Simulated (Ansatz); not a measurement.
An added Te started as a split pair with a Sn atom in rocksalt SnTe, 65 atoms, charge 0

All numbers come from Ansatz (PAW, plane waves, no spin–orbit coupling) at the single k point (¼, ¼, ¼) without its symmetry partners. The atoms were relaxed with PBEsol in a fixed cell; other functionals are single points on those atoms unless said otherwise. The valence top and gap of the host come from the perfect supercell at Γ, which can miss a band edge that doesn't fold there, PBEsol gap 0.17 eV, r²SCAN gap 0.02 eV.

Cell: a = 12.569 Å, b = 12.569 Å, c = 12.569 Å, α = 90.00°, β = 90.00°, γ = 90.00°.

Nearest atoms after relaxation, from the placed atom (for vacancies from the middle of the vacant sites): Te at 2.69 Å, Sn at 2.87 Å, Sn at 2.92 Å, Sn at 2.94 Å, Te at 3.52 Å, Te at 3.59 Å.

Chemical potentials μ are those of reference phases of the elements at zero temperature by the same functional (the usual solids, diamond for C, grey Sn, and the molecules H2, N2, O2, F2, Cl2, Br2 and S8).

```
functional  E(defect) − E(host) − Σ nμ + q·E_VBM (eV)  monopole (eV)  alignment (eV)  formation energy at E_F = VBM (eV)  moment (μB)            wall time, shared host
    PBEsol                                       2.82           0.00            0.00                                2.82  0 (no spin)  65 s on NVIDIA H100 (relaxation)
```

**Question.** Estimate the formation energy and moment that r²SCAN gives on these atoms.

**Answer.** 3.48 eV at E_F = VBM, moment 0 (no spin).

r²SCAN one-electron levels near the gap (the ten most localised at most), from the host's valence top:

```csv
level (eV),spin,filling,atoms sharing it,element of the atom with most weight
-0.28,both,2.00,45.4,spread
```

All elements are taken at their own reference at once; growth conditions in equilibrium with the host shift these energies, by up to the host's formation enthalpy.

One k point and a cell of this size can leave errors of several tenths of an eV in such numbers.
